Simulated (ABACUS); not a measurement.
GaP under changes of volume

One of the cells (20.240 Å³/atom); the others are scaled copies at fixed shape and fractional positions:

```
CELL_PARAMETERS angstrom
0.00000 2.72525 2.72525
2.72525 0.00000 2.72525
2.72525 2.72525 0.00000
ATOMIC_POSITIONS crystal
Ga 0.00000 0.00000 0.00000
P 0.75000 0.75000 0.75000
```

* Program: ABACUS 3.10.1
* Functional: PBE
* Potentials or basis: PseudoDojo NC SR 0.4.1 PBE standard
* Cutoff: 1102 eV
* Density cutoff: 4408 eV
* Basis: plane waves
* k mesh: 8 × 8 × 8
* Occupations: fermi-dirac, width 0.05 eV
* Spin: no spin polarisation

```tsv
volume (Å³/atom)	energy over the lowest point (meV/atom)	pressure (GPa)	gap on the mesh (eV)
19.026	47.08	8.8	1.52
19.431	27.67	6.5	1.57
19.836	13.79	4.4	1.61
20.240	4.88	2.6	1.64
20.645	0.44	0.9	1.61
21.050	0.00	-0.6	1.50
21.455	?	?	?
```

Q: What does the run at 21.455 Å³/atom give?

A: Energy over the lowest point 3.17 meV/atom; pressure -1.9 GPa; gap on the mesh 1.34 eV.

Worked out: A Birch-Murnaghan fit of order 3 (a polynomial in V^(-2/3)) to the other rows has its minimum at 20.89 Å³/atom with B0 = V·E''(V) = 77 GPa and B' = 4.4. It gives 3.19 meV/atom at 21.455 Å³/atom, against the run's 3.17, and -dE/dV = -1.9 GPa, against -1.9. A parabola through the other rows of the gap, of slope -6.41 eV per unit of ln V there, extrapolates to 1.41 eV, against the run's 1.34.

Energies are extrapolated to zero smearing.

A mesh can miss the band edges. Spin-orbit coupling on Ga is left out.
